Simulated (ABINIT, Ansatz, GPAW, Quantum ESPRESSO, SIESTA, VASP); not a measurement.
## MoS2: 6 runs at one level of theory

```
Mo S
1.0
     1.58000    0.91221    6.15000
    -1.58000    0.91221    6.15000
     0.00000   -1.82443    6.15000
Mo S
1 2
Direct
  0.00000 0.00000 0.00000
  0.41700 0.41700 0.41700
  0.25000 0.25000 0.25000
```

Measurements of this composition are mostly on another form, of space group No. 194.

Alike in all runs: task single point; functional PBEsol; k mesh 10 × 10 × 10; occupations fermi-dirac, width 0.05 eV; no spin polarisation; no spin-orbit coupling. Pressure is positive in compression and, in plane waves, holds the error of the finite cutoff.

| program and potentials | plane-wave cutoff (eV) | notes | pressure (GPa) | largest force (eV/Å) |
| --- | --- | --- | --- | --- |
| Quantum ESPRESSO, GBRV 1.5 PBEsol | 612 | - | 0.01 | 0.242 |
| ABINIT, PseudoDojo NC SR PBEsol v0.4.1 standard | 1088 | - | 0.41 | 0.268 |
| VASP, PBE PAW files Mo_sv, S, 520 eV | 520 | potentials made for PBE | ? | ? |
| SIESTA, files PseudoDojo sr-pbesol-0.4.1-standard, DZP (energy shift 0.003 Ry; two zetas on semicore shells) | - | atomic basis | 3.37 | 0.710 |
| GPAW, PAW data sets generated for this functional | 600 | - | 0.21 | 0.257 |
| Ansatz, all-electron LAPW, scalar-relativistic | - | - | 0.36 | 0.260 |

Problem. Estimate from the other rows what the run with VASP, PBE PAW files Mo_sv, S, 520 eV gave.

Solution. Pressure 0.33 GPa; largest force 0.260 eV/Å. The other rows, which needn't bracket it: pressure 0.01 to 3.37; largest force 0.242 to 0.710.
